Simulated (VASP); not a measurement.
# NaI (Fm-3m) in VASP: further runs

One crystal, NaI, is run at these levels: PBEsol, LDA; tasks: elastic constants, phonons.

Program: VASP 6.6.1. These are calculated values, not measurements. Logs are shortened: lines on timing, memory, paths and dates and some standing lists are left out, and cuts for length are marked.

## 1. Starting point

Symmetry: Fm-3m, No. 225, cubic system. Conventional cell: a = 6.409 Å, b = 6.409 Å, c = 6.409 Å, α = 90.00°, β = 90.00°, γ = 90.00°. Na (site symmetry m-3m) has 6 I at 3.20 Å as nearest neighbours. Around I (site symmetry m-3m) lie 6 Na at 3.20 Å.

## 2. Elastic constants, PBEsol

POSCAR

```
NaI
1.0
    0.0000000000      3.2045523076      3.2045523076
    3.2045523076     -0.0000000000      3.2045523076
    3.2045523076      3.2045523076      0.0000000000
  Na              I
     1     1
Direct
     1.0000000000000000    1.0000000000000000    1.0000000000000000
     0.5000000000000000    0.5000000000000000    0.5000000000000000
```

INCAR.step1

```
SYSTEM = NaI
ALGO = Normal ; EDIFF = 1E-8
EDIFFG = -0.002 ; ENCUT = 600
GGA = PS ; IBRION = 2
ISIF = 3 ; ISMEAR = 0
LASPH = .TRUE. ; LCHARG = .FALSE.
LREAL = .FALSE. ; LWAVE = .FALSE.
NELM = 80 ; NSW = 40
PREC = Accurate ; SIGMA = 0.03
```

INCAR.step2

```
SYSTEM = NaI
ALGO = Normal ; EDIFF = 1E-8
ENCUT = 600 ; GGA = PS
IBRION = 6 ; ISIF = 3
ISMEAR = 0 ; LASPH = .TRUE.
LCHARG = .FALSE. ; LREAL = .FALSE.
LWAVE = .FALSE. ; NELM = 80
NFREE = 2 ; NSW = 1
POTIM = 0.015 ; PREC = Accurate
SIGMA = 0.03
```

KPOINTS

```
k-points
0
G
  8 8 8
  0 0 0
```

Potentials or basis: VASP PAW PBE potentials, release 64 (Na_pv, I).

Run with:

```console
$ cat potpaw_PBE.64/Na_pv/POTCAR potpaw_PBE.64/I/POTCAR > POTCAR
$ cp INCAR.step1 INCAR
$ mpirun -np 1 vasp_std > vasp.out
$ cp CONTCAR POSCAR
$ cp INCAR.step2 INCAR
$ mpirun -np 1 vasp_std > vasp.out
```

OUTCAR:

```text
SYSTEM = NaI
   EDIFF = 1E-8
   ENCUT = 600
   GGA = PS
   IBRION = 6
   ISIF = 3
   ISMEAR = 0
   LASPH = .TRUE.
   LREAL = .FALSE.
   NELM = 80
   NFREE = 2
   NSW = 1
   POTIM = 0.015
   PREC = Accurate

 ion  position               nearest neighbor table
   1  0.000  0.000  0.000-
   2  0.500  0.500  0.500-

  LATTYP: Found a face centered cubic cell.
 ALAT       =     6.4080580124

  Lattice vectors:

 A1 = (   0.0000000000,   3.2040290062,   3.2040290062)
 A2 = (   3.2040290062,   0.0000000000,   3.2040290062)
 A3 = (   3.2040290062,   3.2040290062,   0.0000000000)

Analysis of symmetry for initial positions (statically):
=====================================================================
 Subroutine PRICEL returns:
 Original cell was already a primitive cell.

 Routine SETGRP: Setting up the symmetry group for a
 face centered cubic supercell.

 Subroutine GETGRP returns: Found 48 space group operations
 (whereof 48 operations were pure point group operations)
 out of a pool of 48 trial point group operations.

The static configuration has the point symmetry O_h .

Analysis of symmetry for dynamics (positions and initial velocities):
=====================================================================
 Subroutine PRICEL returns:
 Original cell was already a primitive cell.

 Routine SETGRP: Setting up the symmetry group for a
 face centered cubic supercell.

 Subroutine GETGRP returns: Found 48 space group operations
 (whereof 48 operations were pure point group operations)
 out of a pool of 48 trial point group operations.

The dynamic configuration has the point symmetry O_h .

 Subroutine INISYM returns: Found 48 space group operations
 (whereof 48 operations are pure point group operations),
 and found     1 'primitive' translations
[... 668 lines left out ...]
  band No.  band energies     occupation
      1     -21.2879      2.00000
      2     -21.2845      2.00000
      3     -21.2835      2.00000
      4      -9.8140      2.00000
      5      -1.1099      2.00000
      6      -0.0564      2.00000
      7       0.4054      2.00000
      8       6.9694      0.00000
      9       7.2207      0.00000
     10       9.1875      0.00000
     11       9.2075      0.00000

 [... further k-points ...]

------------------------ aborting loop because EDIFF is reached ----------------------------------------

  FORCE on cell =-STRESS in cart. coord.  units (eV):
  Direction    XX          YY          ZZ          XY          YZ          ZX
  --------------------------------------------------------------------------------------
  -------------------------------------------------------------------------------------
  Total       -0.0014663     -0.0033987     -0.0033987      0.0000000      0.0000000      0.0000000
  in kB       -0.0357112     -0.0827756     -0.0827756      0.0000000      0.0000000      0.0000000
  external PRESSURE =      -0.0670875 kB  Pullay stress =       0.0000000 kB
[... 17 lines left out ...]
  FREE ENERGIE OF THE ION-ELECTRON SYSTEM (eV)
  ---------------------------------------------------
  free  energy   TOTEN  =        -5.6698700611 eV

  energy  without entropy=       -5.6698700611  energy(sigma->0) =       -5.66987006

 INTERNAL STRAIN TENSORS FROM STRAINED CELLS
 ============================================

 INTERNAL STRAIN TENSOR FOR ION    1 for displacements in x,y,z  (eV/Angst):
          X           Y           Z          XY          YZ          ZX
  --------------------------------------------------------------------------------
  x     0.00000    -0.00000    -0.00000    -0.00000     0.00000    -0.00000
  y    -0.00000    -0.00000     0.00000     0.00000    -0.00000     0.00000
  z     0.00000     0.00000    -0.00000    -0.00000    -0.00000     0.00000

 INTERNAL STRAIN TENSORS FROM DISPLACED ATOMS
 ============================================

 INTERNAL STRAIN TENSOR FOR ION    1 for displacements in x,y,z  (eV/Angst):
          X           Y           Z          XY          YZ          ZX
  --------------------------------------------------------------------------------
  x     0.00000     0.00000     0.00000     0.00000     0.00000     0.00000
  y     0.00000     0.00000     0.00000     0.00000     0.00000     0.00000
  z     0.00000     0.00000     0.00000     0.00000     0.00000     0.00000

 INTERNAL STRAIN TENSOR FOR ION    2 for displacements in x,y,z  (eV/Angst):
          X           Y           Z          XY          YZ          ZX
  --------------------------------------------------------------------------------
  x     0.00000     0.00000     0.00000     0.00000     0.00000     0.00000
  y     0.00000     0.00000     0.00000     0.00000     0.00000     0.00000
  z     0.00000     0.00000     0.00000     0.00000     0.00000     0.00000

 Eigenvectors and eigenvalues of the dynamical matrix
 ----------------------------------------------------

   1 f  =    3.546012 THz    22.280252 2PiTHz  118.282238 cm-1    14.665122 meV
             X         Y         Z           dx          dy          dz
      0.000000  0.000000  0.000000     0.000000    0.920025    0.000000
      3.204029  3.204029  3.204029     0.000000   -0.391859    0.000000
[... 21 lines left out ...]
   6 f/i=    0.000876 THz     0.005506 2PiTHz    0.029232 cm-1     0.003624 meV
             X         Y         Z           dx          dy          dz
      0.000000  0.000000  0.000000     0.000000    0.000000   -0.391859
      3.204029  3.204029  3.204029     0.000000    0.000000   -0.920025

--------------------------------------------------------------------------------------------------------

 ELASTIC MODULI CONTR FROM IONIC RELAXATION (kBar)
 Direction    XX          YY          ZZ          XY          YZ          ZX
 --------------------------------------------------------------------------------
 XX           0.0000      0.0000      0.0000      0.0000      0.0000      0.0000
 YY           0.0000      0.0000      0.0000      0.0000      0.0000      0.0000
 ZZ           0.0000      0.0000      0.0000      0.0000      0.0000      0.0000
 XY           0.0000      0.0000      0.0000      0.0000      0.0000      0.0000
 YZ           0.0000      0.0000      0.0000      0.0000      0.0000      0.0000
 ZX           0.0000      0.0000      0.0000      0.0000      0.0000      0.0000
 --------------------------------------------------------------------------------

 TOTAL ELASTIC MODULI (kBar)
 Direction    XX          YY          ZZ          XY          YZ          ZX
 --------------------------------------------------------------------------------
 XX         359.2559     75.3882     75.3882      0.0000     -0.0000      0.0000
 YY          75.3882    359.2559     75.3882      0.0000      0.0000     -0.0000
 ZZ          75.3882     75.3882    359.2559     -0.0000      0.0000      0.0000
 XY           0.0000      0.0000     -0.0000     67.1364      0.0000     -0.0000
 YZ          -0.0000      0.0000      0.0000      0.0000     67.1364      0.0000
 ZX           0.0000     -0.0000      0.0000     -0.0000      0.0000     67.1364
 --------------------------------------------------------------------------------
```

OUTCAR.step1:

```text
SYSTEM = NaI
   EDIFF = 1E-8
   EDIFFG = -0.002
   ENCUT = 600
   GGA = PS
   IBRION = 2
   ISIF = 3
   ISMEAR = 0
   LASPH = .TRUE.
[... 607 lines left out ...]
      3.20403      3.20403     -0.00000        -0.000000      0.000000      0.000000
      3.20403      3.20403      3.20403         0.000000     -0.000000     -0.000000
 -----------------------------------------------------------------------------------
    total drift:                                0.000000      0.000000      0.000000

  FREE ENERGIE OF THE ION-ELECTRON SYSTEM (eV)
  ---------------------------------------------------
  free  energy   TOTEN  =        -5.6699858432 eV

  energy  without entropy=       -5.6699858432  energy(sigma->0) =       -5.66998584

 reached required accuracy - stopping structural energy minimisation
```

OSZICAR.step1:

```text
N       E                     dE             d eps       ncg     rms          rms(c)
DAV:   1     0.822570814492E+02    0.82257E+02   -0.73334E+03   638   0.128E+03
DAV:   2     0.937113065598E+00   -0.81320E+02   -0.75122E+02   685   0.246E+02
DAV:   3    -0.554981831524E+01   -0.64869E+01   -0.64441E+01   764   0.708E+01
[... 14 lines left out ...]
DAV:   2    -0.566998976801E+01    0.13812E-04   -0.17852E-05   716   0.534E-02    0.122E-02
DAV:   3    -0.566998600047E+01    0.37675E-05   -0.98876E-06   725   0.340E-02    0.548E-03
DAV:   4    -0.566998598467E+01    0.15796E-07   -0.13832E-07   689   0.418E-03    0.548E-03
DAV:   5    -0.566998583946E+01    0.14521E-06   -0.10140E-08   466   0.143E-03    0.122E-03
DAV:   6    -0.566998584316E+01   -0.36982E-08   -0.56690E-08   689   0.320E-03
   2 F= -.56699858E+01 E0= -.56699858E+01  d E =-.245776E-05
```

It took 5.7 min on 1 thread of Intel Xeon 6975P-C (Granite Rapids), shared host; peak memory 0.39 GiB.

What came out:

- Elastic constants C11, C12, C44: 36, 8, 7 GPa
- Voigt bulk modulus: 17 GPa
- Highest phonon frequency at Γ, LO-TO splitting left out: 118 cm⁻¹

Phonon frequencies in cm⁻¹ (negative: imaginary):
| q point | frequencies |
| --- | --- |
| (0.000, 0.000, 0.000) | 0 0 0 118 118 118 |

Elastic tensor in Voigt notation (GPa, in the Cartesian axes of the cell as first typed):
```
36  8  8  0  0  0
 8 36  8  0  0  0
 8  8 36  0  0  0
 0  0  0  7  0  0
 0  0  0  0  7  0
 0  0  0  0  0  7
```

Clamped-ion elastic tensor (GPa):
```
36  8  8  0  0  0
 8 36  8  0  0  0
 8  8 36  0  0  0
 0  0  0  7  0  0
 0  0  0  0  7  0
 0  0  0  0  0  7
```

Caveat: the PAW data sets were made with another functional, which shifts forces and pressure a little.

## 3. Phonons, LDA

This run uses another cell than the first one, of 30.68 Å³/atom, 0.932 times its volume.

POSCAR

```
NaI
1.0
    0.0000000000      3.1306641895      3.1306641895
    3.1306641895      0.0000000000      3.1306641895
    3.1306641895      3.1306641895      0.0000000000
  Na              I
     1     1
Direct
     0.0000000000000000    0.0000000000000000    0.0000000000000000
     0.5000000000000000    0.5000000000000000    0.5000000000000000
```

INCAR.step1

```
SYSTEM = NaI
PREC = Accurate
ENCUT = 600
EDIFF = 1E-8
ISMEAR = 0
SIGMA = 0.03
LREAL = .FALSE.
LASPH = .TRUE.
NELM = 80
ALGO = Normal
ISIF = 3
LWAVE = .FALSE.
LCHARG = .FALSE.
IBRION = 2
NSW = 40
EDIFFG = -0.002
```

INCAR.step2

```
SYSTEM = NaI
PREC = Accurate
ENCUT = 600
EDIFF = 1E-8
ISMEAR = 0
SIGMA = 0.03
LREAL = .FALSE.
LASPH = .TRUE.
NELM = 80
ALGO = Normal
ISIF = 2
LWAVE = .FALSE.
LCHARG = .FALSE.
IBRION = 6
NFREE = 2
POTIM = 0.015
NSW = 1
```

KPOINTS

```
regular mesh
0
G
  8 8 8
  0 0 0
```

Potentials or basis: VASP PAW LDA potentials, release 64 (Na_pv, I).

Run with:

```console
$ cat potpaw_LDA.64/Na_pv/POTCAR potpaw_LDA.64/I/POTCAR > POTCAR
$ cp INCAR.step1 INCAR
$ mpirun -np 1 vasp_std > vasp.out
$ cp CONTCAR POSCAR
$ cp INCAR.step2 INCAR
$ mpirun -np 1 vasp_std > vasp.out
```

OUTCAR:

```text
SYSTEM = NaI
   PREC = Accurate
   ENCUT = 600
   EDIFF = 1E-8
   ISMEAR = 0
   LREAL = .FALSE.
   LASPH = .TRUE.
   NELM = 80
   ISIF = 2
   IBRION = 6
   NFREE = 2
   POTIM = 0.015
   NSW = 1

 ion  position               nearest neighbor table
   1  0.000  0.000  0.000-   2 3.13   2 3.13   2 3.13   2 3.13   2 3.13   2 3.13
   2  0.500  0.500  0.500-   1 3.13   1 3.13   1 3.13   1 3.13   1 3.13   1 3.13
[... 724 lines left out ...]
  x     0.00000     0.00000     0.00000     0.00000     0.00000     0.00000
  y     0.00000     0.00000     0.00000     0.00000     0.00000     0.00000
  z     0.00000     0.00000     0.00000     0.00000     0.00000     0.00000

 INTERNAL STRAIN TENSOR FOR ION    2 for displacements in x,y,z  (eV/Angst):
          X           Y           Z          XY          YZ          ZX
  --------------------------------------------------------------------------------
  x     0.00000     0.00000     0.00000     0.00000     0.00000     0.00000
  y     0.00000     0.00000     0.00000     0.00000     0.00000     0.00000
  z     0.00000     0.00000     0.00000     0.00000     0.00000     0.00000

 Eigenvectors and eigenvalues of the dynamical matrix
 ----------------------------------------------------

   1 f  =    3.930086 THz    24.693457 2PiTHz  131.093549 cm-1    16.253521 meV
             X         Y         Z           dx          dy          dz
      0.000000  0.000000  0.000000    -0.000000   -0.919776   -0.000000
      3.131080  3.131080  3.131080    -0.000000    0.392444    0.000000
[... 21 lines left out ...]
   6 f/i=    0.003473 THz     0.021824 2PiTHz    0.115859 cm-1     0.014365 meV
             X         Y         Z           dx          dy          dz
      0.000000  0.000000  0.000000    -0.078889    0.371906    0.097338
      3.131080  3.131080  3.131080    -0.184893    0.871641    0.228132

 ELASTIC MODULI CONTR FROM IONIC RELAXATION (kBar)
 Direction    XX          YY          ZZ          XY          YZ          ZX
 --------------------------------------------------------------------------------
 XX           0.0000      0.0000      0.0000      0.0000      0.0000      0.0000
 YY           0.0000      0.0000      0.0000      0.0000      0.0000      0.0000
 ZZ           0.0000      0.0000      0.0000      0.0000      0.0000      0.0000
 XY           0.0000      0.0000      0.0000      0.0000      0.0000      0.0000
 YZ           0.0000      0.0000      0.0000      0.0000      0.0000      0.0000
 ZX           0.0000      0.0000      0.0000      0.0000      0.0000      0.0000
 --------------------------------------------------------------------------------
```

OUTCAR.step1:

```text
SYSTEM = NaI
   PREC = Accurate
   ENCUT = 600
   EDIFF = 1E-8
   ISMEAR = 0
   LREAL = .FALSE.
   LASPH = .TRUE.
[... 608 lines left out ...]
      6.26216      3.13108      3.13108         0.000000      0.000000      0.000000
      3.13108      3.13108      3.13108        -0.000000     -0.000000     -0.000000
 -----------------------------------------------------------------------------------
    total drift:                                0.000000      0.000000      0.000000

  FREE ENERGIE OF THE ION-ELECTRON SYSTEM (eV)
  ---------------------------------------------------
  free  energy   TOTEN  =        -6.0171316805 eV

  energy  without entropy=       -6.0171316805  energy(sigma->0) =       -6.01713168

 reached required accuracy - stopping structural energy minimisation
```

OSZICAR.step1:

```text
N       E                     dE             d eps       ncg     rms          rms(c)
DAV:   1     0.817430658648E+02    0.81743E+02   -0.71689E+03   638   0.127E+03
DAV:   2     0.304361970601E+00   -0.81439E+02   -0.76040E+02   671   0.246E+02
DAV:   3    -0.590745731344E+01   -0.62118E+01   -0.61666E+01   773   0.683E+01
[... 12 lines left out ...]
DAV:   2    -0.601713440082E+01    0.87870E-05   -0.11425E-05   728   0.409E-02    0.939E-03
DAV:   3    -0.601713183193E+01    0.25689E-05   -0.60309E-06   719   0.254E-02    0.452E-03
DAV:   4    -0.601713178346E+01    0.48469E-07   -0.97605E-08   691   0.354E-03    0.429E-03
DAV:   5    -0.601713168979E+01    0.93672E-07   -0.11650E-08   403   0.158E-03    0.596E-04
DAV:   6    -0.601713168054E+01    0.92537E-08   -0.13910E-08   364   0.150E-03
   2 F= -.60171317E+01 E0= -.60171317E+01  d E =-.178426E-05
```

Run time: 61 s. Hardware: 1 thread of Intel Xeon 6975P-C (Granite Rapids), shared host; peak memory 0.22 GiB.

What came out:

```yaml
Highest_phonon_frequency_at_Γ_LO-TO_splitting_left_out: 131 cm⁻¹
```

Phonon frequencies in cm⁻¹ (negative: imaginary):
| q point | frequencies |
| --- | --- |
| (0.000, 0.000, 0.000) | 0 0 0 131 131 131 |

Spin-orbit coupling is left out, which matters for the levels of I.
